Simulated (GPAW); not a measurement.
Crystal: LiH.

```
Li H
1.0
     0.00000    2.03675    2.03675
     2.03675    0.00000    2.03675
     2.03675    2.03675    0.00000
Li H
1 1
Direct
  0.00000 0.00000 0.00000
  0.50000 0.50000 0.50000
```

Base run:

```yaml
Program: GPAW 26.7.0
Functional: PBEsol
Potentials_or_basis: PAW data sets generated in the run's folder for this functional
Cutoff: 800 eV
Basis: pw
k_mesh: 11 × 11 × 11
Occupations: fermi-dirac, width 0.05 eV
Spin: no spin polarisation
```

Its results: band gap on the k mesh 2.98 eV, direct; pressure -2.2 GPa.

Q: The run is repeated on the same cell with these changes: functional from PBEsol to LDA; potentials or basis from PAW data sets generated in the run's folder for this functional to the program's PAW data sets (release 1.2.1) made for this functional. What comes out?

A: Band gap on the k mesh 2.83 eV, direct; pressure -3.4 GPa.

Caveats: the mesh misses the band edges, which the band path finds closer together.

Not every run made on this cell is shown here.
